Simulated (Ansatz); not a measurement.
Crystal: HfB2.

```
CELL_PARAMETERS angstrom
3.14000 0.00000 0.00000
-1.57000 2.71932 0.00000
0.00000 0.00000 3.48000
ATOMIC_POSITIONS crystal
Hf 0.00000 0.00000 0.00000
B 0.66667 0.33333 0.50000
B 0.33333 0.66667 0.50000
```

Base run:

```yaml
Program: Ansatz 0.2.0
Functional: LDA
Potentials_or_basis: Ansatz PAW
Cutoff: "420 eV (not typed: the program's choice for these potentials)"
k_mesh: 7 × 7 × 6
Occupations: fermi-dirac, width 0.05 eV
Spin: spin-orbit coupling, no magnetisation
```

Its results: band gap on the k mesh none (metal or under the smearing width); pressure -10.5 GPa.

Problem. The run is repeated on the same cell with these changes: functional from LDA to PBE. What comes out?

Solution. Band gap on the k mesh none (metal or under the smearing width); pressure 1.0 GPa.

PBE binds less tightly than LDA, so the same cell stands under more pressure.

Caveats: the PAW data sets come from PBE, with cores solved anew for the run's functional, which leaves a small shift of forces and pressure (some runs).
